Q: I computed zinc selenide with five density functionals, and PBE gives the softest crystal. Does PBE make the Zn–Se bonds too weak a spring?

GPAW 26.7.0, plane-wave PAW DFT without spin polarisation or spin–orbit coupling: ZnSe (F-43m, 2-atom cell), 600 eV cutoff, 7×7×7 k mesh, Fermi–Dirac smearing of 0.05 eV, no added dispersion correction. Equilibrium values and moduli come from fits to energies at seven volumes, 0.94 to 1.06 times that of the given cell (22.76 Å³/atom), at fixed cell shape.

| functional | potentials | equilibrium volume (Å³/atom) | equilibrium volume change (% of the given cell) | bulk modulus (GPa) | bulk modulus slope |
| --- | --- | --- | --- | --- | --- |
| PBE | PAW-data-sets-made-by gpaw-setup-for-the-functional | 23.547 | 3.470 | 57.30 | 4.500 |
| C09-vdW | GPAW-PAW-data-sets-(gpaw-data-1.2.1) | 22.873 | 0.510 | 62.10 | 5.130 |
| PBEint | PAW-data-sets-made-by gpaw-setup-for-the-functional | 22.782 | 0.110 | 61.80 | 4.520 |
| SOGGA | PAW-data-sets-made-by gpaw-setup-for-the-functional | 22.296 | -2.020 | 66.00 | 4.530 |
| WC | PAW-data-sets-made-by gpaw-setup-for-the-functional | 22.335 | -1.850 | 65.80 | 4.560 |

A: First fix the sizes. Changing the functional moves the volume by about five percent, the stiffness by about fifteen percent, and the pressure at a fixed volume by a few gigapascals, which is tens of thousands of atmospheres. The bulk modulus, the resistance to uniform compression, is lowest for PBE in your table. But each modulus belongs to that functional's own equilibrium volume, and PBE's volume is the largest. You have compared springs at different extensions.

Q: How do I compare them fairly?

A: Take all five to one volume, that of the given cell. The bulk modulus slope tells you how: it is the rise of the modulus per unit of applied pressure, about 4.5 for PBE. At the common volume PBE has a modulus of 66.8 GPa and SOGGA 60.2 GPa, so PBE is now the stiffest of the five and SOGGA the softest. Differences between the stresses computed in the same runs give nearly the same two values.

Q: So PBE is soft only because its crystal is swollen. What swells it?

A: At the common volume the PBE crystal pushes outwards with about 2 GPa, while SOGGA and WC pull inwards with a little over 1 GPa. These pressures are computed. Their origin has to be argued from the way the functionals are built.

All these functionals make the exchange energy more negative where the electron density varies quickly compared with its own local length scale. PBE gives a larger reward for moderate variation than WC, SOGGA or PBEint does. When the crystal expands, the density between the atoms thins out and its relative variation grows there. PBE therefore gains more energy on expansion than the others, and an energy that falls on expansion is an outward pressure.

Q: PBEint lies between PBE and the other two. Does that fit?

A: In part. PBEint gives only a weak reward where the density varies slowly and returns towards PBE where it varies quickly, so a volume below that of PBE is expected. This alone doesn't explain why PBEint stays above WC, whose exchange also approaches that of PBE where the density varies quickly. PBEint changes the correlation part as well, and the table can't separate the two effects. WC in its standard form keeps the correlation of PBE, so its shift against PBE comes from exchange. SOGGA as published also weakens the gradient term of the correlation, so check which correlation your run paired with it before reading its shift the same way. Which range of density variation matters most is still argued and not computed.

Q: If PBE only adds an outward pressure, why is it also stiffer at the same volume? A constant push shouldn't change a spring constant.

A: A constant push would not, but this one grows when the crystal is squeezed. The stresses show it: PBE's pressure exceeds that of WC by 2.9 GPa at the largest volume computed and by 3.7 GPa at the smallest. A push that strengthens under compression resists compression, so it adds stiffness. The same extra pressure thus does two things: it swells the crystal, which softens it, and it stiffens the crystal at any given volume.

Q: Which effect wins?

A: A short model tells you. Call the extra pressure of PBE over another functional $p$, and let it vary with volume as $V^{-m}$. Taking $p$ away from PBE gives the other functional's pressure. That pressure vanishes at the other functional's equilibrium volume, so there $p$ must equal PBE's own pressure.

The bulk modulus is $B=-V\,dP/dV$. Applied to $p$, this gives $mp$, the stiffness that the extra pressure had supplied. The other functional's modulus at its equilibrium is therefore

$$B_0 = B_\mathrm{PBE}(V_0) - m\,p ,$$

where $V_0$ is its equilibrium volume and $B_\mathrm{PBE}(V_0)$ is the modulus of PBE compressed to that volume. For small changes, each gigapascal removed raises the modulus by the slope, about 4.5 GPa, through shrinkage and lowers it by $m$ GPa. Swelling wins as long as $m$ is smaller than the slope.

Q: Can I know $m$ without fitting it?

A: Not from a simple scaling rule. If the whole electron density were stretched uniformly, exchange energies of this kind would vary as one over length, that is as $V^{-1/3}$, and the pressure from the difference between two of them as $V^{-4/3}$. But in that picture the relative variation of the density never changes, and the more negative exchange energy of PBE would pull the crystal inwards, against what the stresses show. So take $m=4/3$ only as a trial value, to see how much a fading pressure matters.

Q: Please work it out for WC.

A: Start with PBE and compress it to the WC volume. In the Murnaghan form, where the modulus rises linearly with pressure, the modulus grows by the factor

$$\left(\frac{23.547}{22.335}\right)^{4.5} = 1.2684 ,$$

so the compressed PBE crystal has $57.3 \times 1.2684 = 72.7$ GPa. The pressure needed to hold it there is

$$p = \frac{57.3}{4.5}\,(1.2684-1) = 3.42\ \text{GPa}.$$

With the trial value $m=4/3$ the estimate for WC is $72.7 - 4.6 = 68.1$ GPa, against 65.8 GPa computed. Without the correction the estimate would be too high by about 7 GPa; the trial value removes two thirds of that error, which shows that the fading of the pressure matters but doesn't support uniform stretching. The WC volume was taken from the table, so the model predicts the stiffness that goes with a volume and not the volume itself.

Q: What closes the remaining gap?

A: A larger $m$. Fitted to PBEint, SOGGA and WC together, with PBE as the starting curve, it comes out at about 2.1 and reproduces their moduli to within half a gigapascal. WC was one of the fitted rows, so its good agreement is no prediction. The stresses, which did not enter the fit, give 1.9 to 2.2, as they should if the energy curves and stresses of these runs are consistent. The full output follows this exchange.

Q: Why 2 and not 4/3?

A: I have no derivation. Uniform stretching already gives the wrong sign for the extra pressure, so its exponent has no claim to be right. In a real crystal the atomic cores stay as they are, and the relative variation of the outer density changes with the volume. Differences in correlation aren't needed for the larger value: WC keeps the correlation of PBE, and its stresses still give about 1.9. Treat $m\approx 2$ as a description of this crystal and these functionals.

Q: How does this differ from a series at one functional under rising pressure?

A: There the modulus would climb by about 4.5 percent for each percent of volume lost. From PBE to SOGGA it climbs by only 2.6 percent per percent. Changing the functional resembles squeezing the crystal, but part of the stiffness disappears along with the extra pressure. If you read the functional series as a compression curve, you underestimate how fast the material stiffens.

Q: C09-vdW is slightly larger than PBEint and yet slightly stiffer. Is that an exception?

A: It breaks the strict order, but I would not explain it. The volumes differ by 0.4 percent and the moduli by 0.3 GPa, and C09-vdW was run with stock atomic data sets, while the other four functionals had data sets made for them. A difference this small may come from the data sets or from the poorer fit to the C09-vdW energies. Exchange alone doesn't place C09-vdW either. Its exchange gives a weak reward for slow and moderate density variation, which by itself would suggest one of the smallest cells. But it is paired with local correlation plus a nonlocal term, without the gradient term that offsets part of the exchange reward in the other four, and the table can't separate these parts.

Q: Its bulk modulus slope is 5.13, and the others lie between 4.50 and 4.56. Is that the van der Waals term?

A: The table can't tell you. The energies of C09-vdW scatter about their fitted curve roughly ten times more than those of the other rows, and there are no stresses to check the slope. The misfit doesn't look random either. In the other rows the curvature of the energy drops by less with each step of expansion, while for C09-vdW it drops in uneven steps. Its slope is therefore expected to depend on the range of volumes fitted, so treat 5.13 as poorly determined. A run of another functional with the same stock data sets would show whether they matter; until then the cause is open.

Q: I need a modulus for a process model. Which row should I use?

A: The table has no measured value, so it can't name the best functional. These are also static crystals: thermal and zero-point motion would enlarge them, and convergence with the k mesh was not tested. If you know the volume at which the material will work, compare the functionals at that volume. Otherwise, quote each modulus together with its equilibrium volume.

Q: Would I meet the same pattern in gallium arsenide?

A: For the volumes, yes: PBE should give a larger cell than WC there too, for the same reason. For the moduli, ask how fast the extra pressure fades on expansion. If it fades more slowly than the crystal's own stiffness does, the functional with the larger cell will look softer at equilibrium and prove stiffer at equal volume.

Numerical output:

```
At the volume of the given cell:
      row  pressure_GPa  bulk_modulus_GPa
      PBE         2.113             66.81
  C09-vdW        0.3201             63.74
   PBEint       0.06811             62.11
    SOGGA        -1.286             60.17
       WC        -1.178             60.43
Bulk modulus at equilibrium in GPa:
      row  computed  constant_pressure_removed  scaling_pressure_removed
      PBE      57.3                       57.3                      57.3
  C09-vdW      62.1                       65.3                     62.93
   PBEint      61.8                      66.48                     63.76
    SOGGA        66                      73.26                     68.53
       WC      65.8                      72.68                     68.12
fit of b_curve - bulk_modulus on 3 rows (rest): coefficient of p_curve 2.069 +/- 0.067; rms 0.291, worst PBEint -0.46, leave-one-out rms 0.372
  rows outside the fit (model, value, miss): PBE 0, 0, 0; C09-vdW 3.678, 3.2, 0.479
rms miss with constant pressure, three rows with own potentials (GPa): 6.375
rms miss with exponent 4/3, same three rows (GPa): 2.283
PBE volume above SOGGA (%): 5.611
PBE bulk modulus relative to SOGGA (%): -13.18
percent stiffening per percent shrinkage, from PBE to SOGGA: 2.589
WC volume above SOGGA (%): 0.1749
C09-vdW volume above PBEint (%): 0.3994
C09-vdW slope less mean slope of the other rows: 0.6025
PBE bulk modulus at given cell from stresses (GPa): 66.75
SOGGA bulk modulus at given cell from stresses (GPa): 60.16
PBE pressure above WC at the smallest volume (GPa): 3.695
PBE pressure above WC at the largest volume (GPa): 2.943
exponent m from stresses, PBE against WC: 1.895
exponent m from stresses, PBE against SOGGA: 1.933
exponent m from stresses, PBE against PBEint: 2.199
```
